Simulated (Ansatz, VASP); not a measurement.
# Si: VASP beside Ansatz

Aim: how closely do two programs agree when they are given the same cell, functional and k mesh? The cell is a member of a volume series, scaled by 0.98 from a relaxed one, so a pressure remains.

Calculated with Ansatz 0.2.0; plane waves, with VASP 6.6.1 beside it; zone-centre phonons at LDA.

### 1. The structure

The structure is cubic, space group Fd-3m (No. 227). Conventional cell: a = 5.367 Å, b = 5.367 Å, c = 5.367 Å, α = 90.00°, β = 90.00°, γ = 90.00°. Nearest to Si lie 4 Si at 2.32 Å.

Structure file:

```cif
data_structure
_symmetry_space_group_name_H-M 'Fd-3m:1'
_symmetry_Int_Tables_number 227
_cell_length_a 5.3667
_cell_length_b 5.3667
_cell_length_c 5.3667
_cell_angle_alpha 90.000
_cell_angle_beta 90.000
_cell_angle_gamma 90.000
_cell_volume 154.57
loop_
_atom_site_label
_atom_site_type_symbol
_atom_site_symmetry_multiplicity
_atom_site_Wyckoff_symbol
_atom_site_fract_x
_atom_site_fract_y
_atom_site_fract_z
_atom_site_occupancy
Si1 Si 8 a 0.50000 0.00000 0.50000 1
```

### 2. VASP: zone-centre phonons, LDA, volume scaled by 0.98

Second derivatives magnify differences that forces hide, and they need a tight electronic threshold.

Lines of VASP's logs that name or quote its potential files are left out, and so is its time.

Contents of INCAR:

```
SYSTEM = Si
PREC = Accurate
ENCUT = 500
EDIFF = 1E-08
NELM = 100
ISMEAR = 0
SIGMA = 0.03
LREAL = .FALSE.
ALGO = Normal
GGA = CA
NBANDS = 10
LORBIT = 11
LWAVE = .FALSE.
LCHARG = .FALSE.
KPAR = 4
IBRION = 8
LEPSILON = .TRUE.
LPEAD = .TRUE.
ISIF = 2
```

Contents of POSCAR:

```
Si
1.0
    0.0000000000      2.6833722965      2.6833722965
    2.6833722965      0.0000000000      2.6833722965
    2.6833722965      2.6833722965      0.0000000000
Si
2
Direct
    0.5000000000      0.5000000000      0.5000000000
    0.7500000000      0.7500000000      0.7500000000
```

Contents of KPOINTS:

```
Automatic mesh
0
Gamma
12 12 12
0 0 0
```

The projector-augmented-wave data sets are Si (LDA family, release 64).

The run is started by

```console
> mpirun -np 4 vasp_std
```

Numbers of over 12 decimals in the logs are rounded to 6 here.

Output:

```text
[banner, memory and clock lines left out]
running    4 mpi-ranks, on    1 nodes
 distrk:  each k-point on    1 cores,    4 groups
 distr:  one band on    1 cores,    1 groups

 POSCAR found type information on POSCAR Si
 POSCAR found :  1 types and       2 ions
 LDA part: xc-table for (Slater(with rela. corr.)+CA(PZ))
 , standard interpolation
 POSCAR, INCAR and KPOINTS ok, starting setup
 FFT: planning ... GRIDC
 FFT: planning ... GRID_SOFT
 FFT: planning ... GRID
 WAVECAR not read
 entering main loop
       N       E                     dE             d eps       ncg     rms          rms(c)
DAV:   1     0.698171297021E+01    0.69817E+01   -0.33242E+03  1440   0.632E+02
DAV:   2    -0.116617249930E+02   -0.18643E+02   -0.17909E+02  2110   0.892E+01
DAV:   3    -0.121958013339E+02   -0.53408E+00   -0.53291E+00  1802   0.137E+01
DAV:   4    -0.121999711383E+02   -0.41698E-02   -0.41693E-02  1890   0.152E+00
DAV:   6    -0.120024691717E+02    0.19753E+00   -0.12510E-01  1606   0.150E+00    0.314E+00
DAV:   7    -0.119146933938E+02    0.87776E-01   -0.21531E-01  1660   0.202E+00    0.271E-01
DAV:   8    -0.119147767593E+02   -0.83366E-04   -0.78088E-03  1598   0.530E-01    0.811E-02
DAV:   9    -0.119147501811E+02    0.26578E-04   -0.22809E-04  1792   0.872E-02    0.625E-02
DAV:  10    -0.119147547061E+02   -0.45250E-05   -0.15119E-05  1698   0.245E-02    0.315E-02
DAV:  11    -0.119147546352E+02    0.70930E-07   -0.76543E-07  1724   0.525E-03    0.216E-03
DAV:  12    -0.119147546368E+02   -0.16333E-08   -0.12087E-08  1574   0.756E-04
   1 F= -.11914755E+02 E0= -.11914755E+02  d E =-.465156E-18
 Linear response reoptimize wavefunctions to high precision
DAV:   1    -0.119147546530E+02   -0.16204E-07   -0.11804E-08  1748   0.614E-04
DAV:   2    -0.119147546531E+02   -0.22169E-10   -0.15814E-10   896   0.930E-05
 Linear response to external field (no local field effect), progress :
  Direction:   1
       N       E                     dE             d eps       ncg     rms          rms(c)
RMM:   1    -0.174716758259E+01   -0.17472E+01   -0.88276E+00   890   0.399E+00
RMM:   2    -0.176075747876E+01   -0.13590E-01   -0.16129E-02   864   0.721E-01
RMM:   3    -0.176099495494E+01   -0.23748E-03   -0.21611E-04   864   0.738E-02
RMM:   4    -0.176099669956E+01   -0.17446E-05   -0.26732E-06   864   0.989E-03
RMM:   5    -0.176099672439E+01   -0.24828E-07   -0.42410E-08   858   0.120E-03
RMM:   6    -0.176099672474E+01   -0.34434E-09   -0.14570E-09   669   0.182E-04
 change of polarisation eV/A/(eV/A) component  1 :     3.522     2.095     0.360
 dielectric tensor                  component  1 :    17.492     9.811     1.685
 Linear response to external field (no local field effect), progress :
  Direction:   2
       N       E                     dE             d eps       ncg     rms          rms(c)
RMM:   1    -0.175616737342E+01   -0.17562E+01   -0.87245E+00   904   0.400E+00
RMM:   2    -0.177975141705E+01   -0.23584E-01   -0.16188E-02   864   0.715E-01
RMM:   3    -0.177998115936E+01   -0.22974E-03   -0.21148E-04   864   0.724E-02
RMM:   4    -0.177998285708E+01   -0.16977E-05   -0.25896E-06   864   0.962E-03
RMM:   5    -0.177998288217E+01   -0.25090E-07   -0.42205E-08   857   0.116E-03
RMM:   6    -0.177998288249E+01   -0.31776E-09   -0.24651E-09   655   0.176E-04
 change of polarisation eV/A/(eV/A) component  2 :     2.095     3.560    -0.436
 dielectric tensor                  component  2 :     9.811    17.670    -2.042
 Linear response to external field (no local field effect), progress :
  Direction:   3
       N       E                     dE             d eps       ncg     rms          rms(c)
RMM:   1    -0.581138376353E+00   -0.58114E+00   -0.26232E+00   814   0.274E+00
RMM:   2    -0.606240208470E+00   -0.25102E-01   -0.76207E-03   864   0.567E-01
RMM:   3    -0.606352397923E+00   -0.11219E-03   -0.10944E-04   864   0.610E-02
RMM:   4    -0.606353355461E+00   -0.95754E-06   -0.15588E-06   864   0.843E-03
RMM:   5    -0.606353370783E+00   -0.15321E-07   -0.27915E-08   862   0.107E-03
RMM:   6    -0.606353371049E+00   -0.26627E-09   -0.62125E-12   671   0.173E-04
 change of polarisation eV/A/(eV/A) component  3 :     0.360    -0.436     1.213
 dielectric tensor                  component  3 :     1.685    -2.042     6.679
 Linear response to external field, progress :
  Direction:   1
       N       E                     dE             d eps       ncg     rms          rms(c)
RMM:   1    -0.136026775637E+01   -0.13603E+01   -0.67132E+00  1930   0.357E+00
RMM:   2    -0.138213436245E+01   -0.21867E-01   -0.13452E-02  1956   0.668E-01    0.154E+00
RMM:   3    -0.133268205351E+01    0.49452E-01   -0.22937E-02  4911   0.729E-01    0.841E-01
RMM:   4    -0.136241407665E+01   -0.29732E-01   -0.22259E-02  6025   0.737E-01    0.154E-01
RMM:   5    -0.137423504475E+01   -0.11821E-01   -0.67541E-04  5198   0.168E-01    0.280E-02
RMM:   6    -0.137467419466E+01   -0.43915E-03   -0.13843E-05  6082   0.247E-02    0.156E-02
RMM:   7    -0.137489457584E+01   -0.22038E-03   -0.82186E-07  5866   0.613E-03    0.829E-04
RMM:   8    -0.137491339796E+01   -0.18822E-04   -0.22193E-08  6564   0.853E-04    0.238E-04
RMM:   9    -0.137491290457E+01    0.49338E-06    0.73887E-09  6164   0.301E-04    0.711E-05
RMM:  10    -0.137491387779E+01   -0.97321E-06   -0.15092E-09  4981   0.497E-05    0.652E-06
 change of polarisation eV/A/(eV/A) component  1 :     2.596     1.242     0.336
 dielectric tensor                  component  1 :    13.155     5.818     1.571
 Linear response to external field, progress :
  Direction:   2
       N       E                     dE             d eps       ncg     rms          rms(c)
RMM:   1    -0.136232131864E+01   -0.13623E+01   -0.67337E+00  1936   0.358E+00
RMM:   2    -0.138217700361E+01   -0.19856E-01   -0.13197E-02  1956   0.665E-01    0.154E+00
RMM:   3    -0.133265555510E+01    0.49521E-01   -0.22963E-02  4911   0.729E-01    0.841E-01
RMM:   4    -0.136238029276E+01   -0.29725E-01   -0.22280E-02  6044   0.737E-01    0.154E-01
RMM:   5    -0.137420417155E+01   -0.11824E-01   -0.67580E-04  5201   0.168E-01    0.280E-02
RMM:   6    -0.137464454178E+01   -0.44037E-03   -0.13854E-05  6086   0.248E-02    0.157E-02
RMM:   7    -0.137486456410E+01   -0.22002E-03   -0.82412E-07  5876   0.613E-03    0.830E-04
RMM:   8    -0.137488351347E+01   -0.18949E-04   -0.25077E-08  6574   0.856E-04    0.238E-04
RMM:   9    -0.137488300821E+01    0.50526E-06   -0.64773E-09  6187   0.302E-04    0.712E-05
RMM:  10    -0.137488398571E+01   -0.97749E-06   -0.46958E-09  5008   0.502E-05    0.656E-06
 change of polarisation eV/A/(eV/A) component  2 :     1.129     2.596    -0.008
 dielectric tensor                  component  2 :     5.289    13.154    -0.039
 Linear response to external field, progress :
  Direction:   3
       N       E                     dE             d eps       ncg     rms          rms(c)
RMM:   1    -0.136235488430E+01   -0.13624E+01   -0.67339E+00  1936   0.358E+00
RMM:   2    -0.138221241524E+01   -0.19858E-01   -0.13197E-02  1956   0.665E-01    0.154E+00
RMM:   3    -0.133269337981E+01    0.49519E-01   -0.22961E-02  4911   0.729E-01    0.841E-01
RMM:   4    -0.136242131833E+01   -0.29728E-01   -0.22279E-02  6045   0.737E-01    0.154E-01
RMM:   5    -0.137424551464E+01   -0.11824E-01   -0.67580E-04  5203   0.168E-01    0.280E-02
RMM:   6    -0.137468597391E+01   -0.44046E-03   -0.13854E-05  6084   0.248E-02    0.157E-02
RMM:   7    -0.137490598241E+01   -0.22001E-03   -0.82369E-07  5876   0.613E-03    0.830E-04
RMM:   8    -0.137492493362E+01   -0.18951E-04   -0.23983E-08  6573   0.856E-04    0.238E-04
RMM:   9    -0.137492442849E+01    0.50513E-06   -0.79132E-10  6189   0.302E-04    0.712E-05
RMM:  10    -0.137492540508E+01   -0.97659E-06    0.32246E-09  5023   0.502E-05    0.656E-06
 change of polarisation eV/A/(eV/A) component  3 :     0.206     0.887     2.596
 dielectric tensor                  component  3 :     0.966     4.155    13.154
 Linear response DOF=           1
 Linear response progress:
  Degree of freedom:   1/  1
       N       E                     dE             d eps       ncg     rms          rms(c)
RMM:   1    -0.198819203712E-01   -0.19882E-01    0.89990E-03 12655   0.875E-01
RMM:   2    -0.176913364379E-01    0.21906E-02   -0.11128E-03  8676   0.176E-01    0.996E-02
RMM:   3    -0.176664036779E-01    0.24933E-04   -0.13914E-04  9106   0.358E-02    0.573E-02
RMM:   4    -0.178225292770E-01   -0.15613E-03   -0.81686E-05  9002   0.328E-02    0.659E-03
RMM:   5    -0.177943818030E-01    0.28147E-04   -0.23391E-06  9370   0.758E-03    0.198E-03
RMM:   6    -0.177942109566E-01    0.17085E-06    0.27524E-07  9505   0.106E-03    0.130E-03
RMM:   7    -0.177937336107E-01    0.47735E-06   -0.45436E-08  9551   0.335E-04    0.514E-05
RMM:   8    -0.177939228457E-01   -0.18924E-06   -0.30213E-09  9827   0.597E-05    0.245E-05
RMM:   9    -0.177938879567E-01    0.34889E-07    0.72821E-08  9901   0.242E-05    0.505E-06
RMM:  10    -0.177938992821E-01   -0.11325E-07    0.39706E-08 10016   0.123E-05    0.372E-06
RMM:  11    -0.177938918655E-01    0.74166E-08    0.23604E-08  9047   0.894E-06    0.259E-07
 first order change of Fermi-energy   0.16081E-03
 force on displaced ion       1 direction 1 : -14.132  -0.000  -0.000
 Born effective charge ion    1 direction 1 :   0.001   0.000   0.000
 Born effective charges drift removed
 Linear response finished
```

OUTCAR, selected parts (step 2):

```text
ion  position               nearest neighbor table
   1  0.500  0.500  0.500-   2 2.32   2 2.32   2 2.32   2 2.32
   2  0.750  0.750  0.750-   1 2.32   1 2.32   1 2.32   1 2.32

  LATTYP: Found a face centered cubic cell.
 ALAT       =     5.3667445930

 Subroutine GETGRP returns: Found 48 space group operations
 (whereof 24 operations were pure point group operations)

The static configuration has the point symmetry T_d .
 The point group associated with its full space group is O_h .

 Found     72 irreducible k-points:

   k-points           NKPTS =     72   k-points in BZ     NKDIM =     72   number of bands    NBANDS=     10

   dimension x,y,z NGX =    28 NGY =   28 NGZ =   28
   dimension x,y,z NGXF=    56 NGYF=   56 NGZF=   56

   ENCUT  =  500.0 eV  36.75 Ry    6.06 a.u.   6.92  6.92  6.92*2*pi/ulx,y,z

   NELECT =       8.0000    total number of electrons

 k-points in reciprocal lattice and weights: Automatic mesh
   0.00000000  0.00000000  0.00000000       0.001
   0.08333333  0.00000000  0.00000000       0.005
   0.16666667  0.00000000  0.00000000       0.005
   0.25000000  0.00000000  0.00000000       0.005
   0.33333333  0.00000000  0.00000000       0.005
   0.41666667  0.00000000  0.00000000       0.005
   0.50000000  0.00000000  0.00000000       0.002
   0.08333333  0.08333333  0.00000000       0.003
   0.16666667  0.08333333  0.00000000       0.014
[...]
-0.33333333  0.50000000  0.16666667       0.007
  -0.25000000  0.50000000  0.25000000       0.003

 average (electrostatic) potential at core
       1 -84.4880       2 -84.4880

  Total        0.4890471      0.4890471      0.4890471      0.0000000      0.0000000      0.0000000
  in kB       20.2762905     20.2762905     20.2762905      0.0000000      0.0000000      0.0000000
  external PRESSURE =      20.2762905 kB  Pullay stress =       0.0000000 kB

  energy-cutoff  :      500.00
  volume of cell :       38.64
      direct lattice vectors                 reciprocal lattice vectors
     0.000000000  2.683372296  2.683372296    -0.186332698  0.186332698  0.186332698
     2.683372296  0.000000000  2.683372296     0.186332698 -0.186332698  0.186332698
     2.683372296  2.683372296  0.000000000     0.186332698  0.186332698 -0.186332698

 POSITION                                       TOTAL-FORCE (eV/Angst)
 -----------------------------------------------------------------------------------
      2.68337      2.68337      2.68337        -0.000000     -0.000000     -0.000000
      4.02506      4.02506      4.02506         0.000000      0.000000      0.000000
 -----------------------------------------------------------------------------------
    total drift:                                0.000000      0.000000     -0.000000

 MACROSCOPIC STATIC DIELECTRIC TENSOR (including local field effects in DFT)
 ------------------------------------------------------
          13.154388     0.000000     0.000000
           0.000000    13.154388    -0.000000
           0.000000    -0.000000    13.154388
 ------------------------------------------------------

 PIEZOELECTRIC TENSOR (including local field effects)  for field in x, y, z        (C/m^2)
          XX          YY          ZZ          XY          YZ          ZX
  --------------------------------------------------------------------------------
  x     0.00000     0.00000     0.00000     0.00000    -0.00000    -0.00000
  y    -0.00000     0.00000    -0.00000    -0.00000     0.00000    -0.00000
  z     0.00000     0.00000     0.00000     0.00000    -0.00000     0.00000

 BORN EFFECTIVE CHARGES (including local field effects) (in |e|, cummulative output)
 ---------------------------------------------------------------------------------
 ion    1
    1    -0.00000     0.00000     0.00000
    2     0.00000     0.00000    -0.00000
    3    -0.00000     0.00000    -0.00000
 ion    2
    1     0.00000    -0.00000    -0.00000
    2    -0.00000    -0.00000     0.00000
    3     0.00000     0.00000     0.00000

 Eigenvectors and eigenvalues of the dynamical matrix
 ----------------------------------------------------

   1 f  =   15.682778 THz    98.537803 2PiTHz  523.121182 cm-1    64.858731 meV
             X         Y         Z           dx          dy          dz
      2.683372  2.683372  2.683372     0.000000   -0.707107    0.000000
      4.025058  4.025058  4.025058     0.000000    0.707107    0.000000

   2 f  =   15.682778 THz    98.537803 2PiTHz  523.121182 cm-1    64.858731 meV
             X         Y         Z           dx          dy          dz
      2.683372  2.683372  2.683372    -0.707107    0.000000    0.000000
      4.025058  4.025058  4.025058     0.707107    0.000000    0.000000

   3 f  =   15.682778 THz    98.537803 2PiTHz  523.121182 cm-1    64.858731 meV
             X         Y         Z           dx          dy          dz
      2.683372  2.683372  2.683372     0.000000    0.000000   -0.707107
      4.025058  4.025058  4.025058     0.000000    0.000000    0.707107

   4 f  =    0.000000 THz     0.000000 2PiTHz    0.000000 cm-1     0.000000 meV
             X         Y         Z           dx          dy          dz
      2.683372  2.683372  2.683372     0.707107    0.000000    0.000000
      4.025058  4.025058  4.025058     0.707107    0.000000    0.000000

   5 f  =    0.000000 THz     0.000000 2PiTHz    0.000000 cm-1     0.000000 meV
             X         Y         Z           dx          dy          dz
      2.683372  2.683372  2.683372     0.000000    0.707107    0.000000
      4.025058  4.025058  4.025058     0.000000    0.707107    0.000000

   6 f  =    0.000000 THz     0.000000 2PiTHz    0.000000 cm-1     0.000000 meV
             X         Y         Z           dx          dy          dz
      2.683372  2.683372  2.683372     0.000000    0.000000    0.707107
      4.025058  4.025058  4.025058     0.000000    0.000000    0.707107

 MACROSCOPIC STATIC DIELECTRIC TENSOR IONIC CONTRIBUTION
 ------------------------------------------------------
           0.000000    -0.000000    -0.000000
          -0.000000     0.000000     0.000000
          -0.000000     0.000000     0.000000
 ------------------------------------------------------

 ELASTIC MODULI CONTR FROM IONIC RELAXATION (kBar)
 Direction    XX          YY          ZZ          XY          YZ          ZX
 --------------------------------------------------------------------------------
 XX          -0.0000     -0.0000     -0.0000     -0.0000     -0.0000     -0.0000
 YY          -0.0000     -0.0000     -0.0000     -0.0000     -0.0000     -0.0000
 ZZ          -0.0000     -0.0000     -0.0000     -0.0000     -0.0000     -0.0000
 XY          -0.0000     -0.0000     -0.0000   -326.4792      0.0000      0.0000
 YZ          -0.0000     -0.0000     -0.0000      0.0000   -326.4792      0.0000
 ZX          -0.0000     -0.0000     -0.0000      0.0000      0.0000   -326.4792
 --------------------------------------------------------------------------------

 PIEZOELECTRIC TENSOR IONIC CONTR  for field in x, y, z        (C/m^2)
          XX          YY          ZZ          XY          YZ          ZX
  --------------------------------------------------------------------------------
  x    -0.00000    -0.00000    -0.00000     0.00000    -0.00000     0.00000
  y     0.00000     0.00000     0.00000    -0.00000     0.00000     0.00000
  z    -0.00000    -0.00000    -0.00000    -0.00000    -0.00000     0.00000
```

Energies printed during the response cycles are not total energies of the cell.

(Part 1 of 2 ends here.)

[Lines on the potential files, build, host, timing and source positions are cut from VASP's logs without a mark.]

[Logs are printed without paths, hosts, clocks, repeated set-up lines and the standing remarks that a program may print on its own settings, such as how far it seeks lower states.]

[Hosts, paths, dates, database ids (printed as entryN), source tags and the programs' standing remarks are cut or masked in the printed files.]
